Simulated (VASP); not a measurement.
A run of VASP 6.6.1 is set up as follows.

Contents of INCAR:

```
SYSTEM = SnS2
ALGO     = Normal         ! electronic algorithm
EDIFF    = 1E-6           ! SCF threshold, eV
ENCUT    = 520            ! plane-wave cutoff, eV
ISIF     = 2              ! what is computed and relaxed
ISMEAR   = 0              ! smearing method
KPAR     = 2            
LASPH    = .True.         ! aspherical terms in the spheres
LCHARG   = .False.        ! write CHGCAR
LREAL    = .False.        ! projectors in reciprocal space
LWAVE    = .False.        ! write WAVECAR
NBANDS   = 20             ! bands
NELM     = 80             ! most SCF steps
PREC     = Accurate       ! precision mode
SIGMA    = 0.03           ! smearing width, eV
```

KPOINTS

```
k-points
0
Gamma
  9 9 5
  0 0 0
```

Contents of POSCAR:

```
SnS2                                    
1.0
    3.6670894307      0.0000000000      0.0000000000
   -1.8335447154      3.1757926050      0.0000000000
    0.0000000000     -0.0000000000      5.8110411771
  Sn              S             
     1     2
Direct
     0.0000000000000000    0.0000000000000000    0.0000000000000000
     0.3333333332999970    0.6666666667000030    0.2543524691518261
     0.6666666667000030    0.3333333332999970    0.7456475308481739
```

File KPOINTS_OPT:

```
explicit points
168
Reciprocal
 0.0000000000  0.0000000000  0.0000000000 1
 0.0555555556  0.0000000000  0.0000000000 1
 0.1111111111  0.0000000000  0.0000000000 1
 0.1666666667  0.0000000000  0.0000000000 1
 0.2222222222  0.0000000000  0.0000000000 1
 0.2777777778  0.0000000000  0.0000000000 1
[... 160 lines left out ...]
 0.5000000000  0.0000000000  0.0326872400 1
 0.5000000000  0.0000000000 -0.0326872400 1
```

Potentials or basis: VASP PAW LDA potentials, release 64 (Sn_d, S).

The run is started by

```console
$ cat potpaw_LDA.64/Sn_d/POTCAR potpaw_LDA.64/S/POTCAR > POTCAR
$ mpirun -np 2 vasp_std > vasp.out
```

Predict the band gap along the path.

1.13 eV, indirect (least direct gap 1.53 eV).

What does it give for the band gap on the k mesh?

1.14 eV, indirect (least direct gap 1.53 eV).

Estimate the pressure.

-2.4 GPa.

Estimate the largest force.

0.221 eV/Å.

Levels at the corners of the path, in eV from the valence-band top:
| point | band 9 | band 10 | band 11 | band 12 | band 13 | band 14 | band 15 | band 16 | band 17 | band 18 |
| --- | --- | --- | --- | --- | --- | --- | --- | --- | --- | --- |
| Γ | -0.76 | -0.76 | -0.49 | -0.49 | -0.01 | 1.51 | 3.31 | 5.15 | 5.15 | 8.85 |
| M | -4.43 | -2.92 | -2.67 | -1.25 | -0.37 | 1.49 | 4.14 | 5.61 | 5.76 | 7.38 |
| M | -4.43 | -2.92 | -2.67 | -1.25 | -0.37 | 1.49 | 4.14 | 5.61 | 5.76 | 7.38 |
| K | -3.62 | -3.62 | -3.28 | -1.62 | -1.62 | 1.64 | 6.72 | 6.72 | 7.41 | 7.53 |
| K | -3.62 | -3.62 | -3.28 | -1.62 | -1.62 | 1.64 | 6.72 | 6.72 | 7.41 | 7.53 |
| Γ | -0.76 | -0.76 | -0.49 | -0.49 | -0.01 | 1.51 | 3.31 | 5.15 | 5.15 | 8.85 |
| Γ | -0.76 | -0.76 | -0.49 | -0.49 | -0.01 | 1.51 | 3.31 | 5.15 | 5.15 | 8.85 |
| A | -2.13 | -0.86 | -0.86 | -0.32 | -0.32 | 2.82 | 3.38 | 4.84 | 4.84 | 8.36 |
| A | -2.13 | -0.86 | -0.86 | -0.32 | -0.32 | 2.82 | 3.38 | 4.84 | 4.84 | 8.36 |
| L | -4.97 | -2.47 | -1.87 | -0.88 | -0.80 | 1.23 | 4.37 | 5.23 | 6.24 | 6.67 |
| L | -4.97 | -2.47 | -1.87 | -0.88 | -0.80 | 1.23 | 4.37 | 5.23 | 6.24 | 6.67 |
| H | -4.23 | -4.23 | -3.74 | -0.39 | -0.39 | 2.81 | 5.02 | 5.02 | 6.71 | 8.23 |
| H | -4.23 | -4.23 | -3.74 | -0.39 | -0.39 | 2.81 | 5.02 | 5.02 | 6.71 | 8.23 |
| A | -2.13 | -0.86 | -0.86 | -0.32 | -0.32 | 2.82 | 3.38 | 4.84 | 4.84 | 8.36 |
| L | -4.97 | -2.47 | -1.87 | -0.88 | -0.80 | 1.23 | 4.37 | 5.23 | 6.24 | 6.67 |
| M | -4.43 | -2.92 | -2.67 | -1.25 | -0.37 | 1.49 | 4.14 | 5.61 | 5.76 | 7.38 |
| K | -3.62 | -3.62 | -3.28 | -1.62 | -1.62 | 1.64 | 6.72 | 6.72 | 7.41 | 7.53 |
| H | -4.23 | -4.23 | -3.74 | -0.39 | -0.39 | 2.81 | 5.02 | 5.02 | 6.71 | 8.23 |

Caveat: spin-orbit coupling is left out, which moves the levels of the heavy elements.
